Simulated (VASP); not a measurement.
A run of VASP 6.6.1 is set up as follows.

INCAR

```
SYSTEM = GaN
PREC = Accurate
ENCUT = 520
EDIFF = 1E-6
ISMEAR = 0
SIGMA = 0.02
LREAL = .FALSE.
LASPH = .TRUE.
NELM = 60
ALGO = Normal
ISIF = 2
LWAVE = .FALSE.
LCHARG = .FALSE.
METAGGA = R2SCAN
LMIXTAU = .TRUE.
NBANDS = 16
```

KPOINTS

```
Automatic mesh
0
G
  9 9 9
  0 0 0
```

POSCAR

```
GaN                                     
1.0
    0.0000000000      2.2535006100      2.2535006100
    2.2535006100      0.0000000000      2.2535006100
    2.2535006100      2.2535006100      0.0000000000
  Ga              N             
     1     1
Direct
     0.0000000000000000    0.0000000000000000    0.0000000000000000
     0.7500000000000000    0.7500000000000000    0.7500000000000000
```

File KPOINTS_OPT:

```
path GXWKGLUWLK,UX
10
line-mode
reciprocal
 0.0000000000  0.0000000000  0.0000000000  G
 0.5000000000  0.0000000000  0.5000000000  X

 0.5000000000  0.0000000000  0.5000000000  X
 0.5000000000  0.2500000000  0.7500000000  W

 0.5000000000  0.2500000000  0.7500000000  W
 0.3750000000  0.3750000000  0.7500000000  K

 0.3750000000  0.3750000000  0.7500000000  K
 0.0000000000  0.0000000000  0.0000000000  G

 0.0000000000  0.0000000000  0.0000000000  G
 0.5000000000  0.5000000000  0.5000000000  L

 0.5000000000  0.5000000000  0.5000000000  L
 0.6250000000  0.2500000000  0.6250000000  U

 0.6250000000  0.2500000000  0.6250000000  U
 0.5000000000  0.2500000000  0.7500000000  W

 0.5000000000  0.2500000000  0.7500000000  W
 0.5000000000  0.5000000000  0.5000000000  L

 0.5000000000  0.5000000000  0.5000000000  L
 0.3750000000  0.3750000000  0.7500000000  K

 0.6250000000  0.2500000000  0.6250000000  U
 0.5000000000  0.0000000000  0.5000000000  X
```

Potentials or basis: VASP PAW PBE potentials, release 64 (Ga_d, N).

The run is started by

```sh
$ cat potpaw_PBE.64/Ga_d/POTCAR potpaw_PBE.64/N/POTCAR > POTCAR
$ mpirun -np 1 vasp_std > vasp.out
```

Estimate the pressure.

-0.1 GPa.

Estimate the band gap on the k mesh.

2.12 eV, direct.

Estimate the band gap along the path.

2.12 eV, direct.

Levels at the corners of the path, in eV from the valence-band top:
| point | band 5 | band 6 | band 7 | band 8 | band 9 | band 10 | band 11 | band 12 | band 13 | band 14 |
| --- | --- | --- | --- | --- | --- | --- | --- | --- | --- | --- |
| Γ | -13.48 | -13.48 | 0.00 | 0.00 | 0.00 | 2.12 | 11.00 | 11.00 | 11.00 | 18.55 |
| X | -13.40 | -11.97 | -6.22 | -2.78 | -2.78 | 3.77 | 7.24 | 12.58 | 14.94 | 14.94 |
| X | -13.40 | -11.97 | -6.22 | -2.78 | -2.78 | 3.77 | 7.24 | 12.58 | 14.94 | 14.94 |
| W | -13.47 | -11.69 | -5.77 | -3.79 | -3.70 | 6.72 | 9.10 | 10.95 | 11.88 | 16.22 |
| W | -13.47 | -11.69 | -5.77 | -3.79 | -3.70 | 6.72 | 9.10 | 10.95 | 11.88 | 16.22 |
| K | -13.44 | -11.81 | -5.94 | -4.34 | -2.24 | 5.46 | 8.52 | 11.89 | 13.67 | 14.42 |
| K | -13.44 | -11.81 | -5.94 | -4.34 | -2.24 | 5.46 | 8.52 | 11.89 | 13.67 | 14.42 |
| Γ | -13.48 | -13.48 | 0.00 | 0.00 | 0.00 | 2.12 | 11.00 | 11.00 | 11.00 | 18.55 |
| Γ | -13.48 | -13.48 | 0.00 | 0.00 | 0.00 | 2.12 | 11.00 | 11.00 | 11.00 | 18.55 |
| L | -13.43 | -12.35 | -7.16 | -1.00 | -1.00 | 5.16 | 9.44 | 11.00 | 11.00 | 16.50 |
| L | -13.43 | -12.35 | -7.16 | -1.00 | -1.00 | 5.16 | 9.44 | 11.00 | 11.00 | 16.50 |
| U | -13.44 | -11.81 | -5.94 | -4.34 | -2.24 | 5.46 | 8.52 | 11.89 | 13.67 | 14.42 |
| U | -13.44 | -11.81 | -5.94 | -4.34 | -2.24 | 5.46 | 8.52 | 11.89 | 13.67 | 14.42 |
| W | -13.47 | -11.69 | -5.77 | -3.79 | -3.70 | 6.72 | 9.10 | 10.95 | 11.88 | 16.22 |
| W | -13.47 | -11.69 | -5.77 | -3.79 | -3.70 | 6.72 | 9.10 | 10.95 | 11.88 | 16.22 |
| L | -13.43 | -12.35 | -7.16 | -1.00 | -1.00 | 5.16 | 9.44 | 11.00 | 11.00 | 16.50 |
| L | -13.43 | -12.35 | -7.16 | -1.00 | -1.00 | 5.16 | 9.44 | 11.00 | 11.00 | 16.50 |
| K | -13.44 | -11.81 | -5.94 | -4.34 | -2.24 | 5.46 | 8.52 | 11.89 | 13.67 | 14.42 |
| U | -13.44 | -11.81 | -5.94 | -4.34 | -2.24 | 5.46 | 8.52 | 11.89 | 13.67 | 14.42 |
| X | -13.40 | -11.97 | -6.22 | -2.78 | -2.78 | 3.77 | 7.24 | 12.58 | 14.94 | 14.94 |

Caveat: the PAW data sets were made with another functional, which shifts forces and pressure a little.

**Measured values to compare with.**

A printed reference work, textbook reports, for a bulk crystal of GaN at 0 K: band gap 3.299 eV (direct).

Against the measured gap of GaN, 3.299 eV (direct; 0 K; a printed reference work, textbook), the calculated 2.12 eV is off by -1.18 eV. Spin-orbit coupling on Ga is left out. The value is that of r2SCAN, without temperature or zero-point motion. The cell is a database's relaxed one, not the measured one, which moves gaps too.
